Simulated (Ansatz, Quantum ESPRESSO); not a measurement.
## Ca: 3 runs at one level of theory

```xyz
1
Lattice="0.0000 2.7942 2.7942 2.7942 0.0000 2.7942 2.7942 2.7942 0.0000" Properties=species:S:1:pos:R:3 pbc="T T T"
Ca    0.0000    0.0000    0.0000
```

Alike in all runs: task single point; functional PBEsol; k mesh 8 × 8 × 8; occupations fermi-dirac, width 0.05 eV; no spin polarisation; no spin-orbit coupling. Pressure is positive in compression and, in plane waves, holds the error of the finite cutoff, which Ansatz's Pulay term estimates and takes out.

```tsv
program and potentials	plane-wave cutoff (eV)	notes	band gap (eV)	pressure (GPa)
Ansatz, Ansatz PAW	420	potentials made for PBE, which Ansatz adapts in part	no gap	-1.17
Quantum ESPRESSO, GBRV 1.5 PBEsol	612	-	no gap	-1.18
Ansatz, all-electron LAPW, scalar-relativistic	-	-	no gap	-1.17
```

None finds a gap. The pressure spans -1.18 (Quantum ESPRESSO, GBRV 1.5 PBEsol) to -1.17 GPa (Ansatz, all-electron LAPW, scalar-relativistic), with all-electron results at -1.17.

The functional is the same throughout but for its coding, so the spread measures potentials, basis and numerics; runs on potential files found faulty are left out.
